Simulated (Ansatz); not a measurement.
## Ge: equation of state with PBEsol

Crystal: Ge.

```
CELL_PARAMETERS angstrom
4.05040 0.00000 0.00000
-2.02520 3.50775 0.00000
0.00000 0.00000 10.99336
ATOMIC_POSITIONS crystal
Ge 0.66667 0.33333 0.41485
Ge 0.33333 0.66667 0.91485
Ge 0.00000 0.00000 0.47745
Ge 0.00000 0.00000 0.97745
```

This isn't the form of Ge at room conditions, which is diamond.

| Item | Value |
| --- | --- |
| Program | Ansatz 0.2.0 |
| Task | equation of state |
| Functional | PBEsol |
| Potentials or basis | all-electron LAPW, scalar-relativistic |
| Basis error allowed | 0.001 eV/atom |
| k mesh | 8 × 8 × 3 |
| Occupations | fermi-dirac, width 0.05 eV |
| Spin | no spin polarisation |

* Equilibrium volume: 37.00 Å³/atom
* Bulk modulus at fixed shape and positions: 33 GPa
* Pressure derivative of the bulk modulus: 4.9

Energy against volume, from the lowest point:
```tsv
volume (Å³/atom)	energy (meV/atom)
36.705	0.00
37.486	0.39
38.267	3.96
39.048	10.34
39.829	19.21
40.610	30.27
41.391	43.27
```

All runs of the series together: 6 min on 2 threads of Arm Neoverse V1, with other jobs on the host.

Caveat: the cell was scaled at fixed shape and fractional positions, which overstates the stiffness of a crystal with free parameters, most of all of layers and chains.
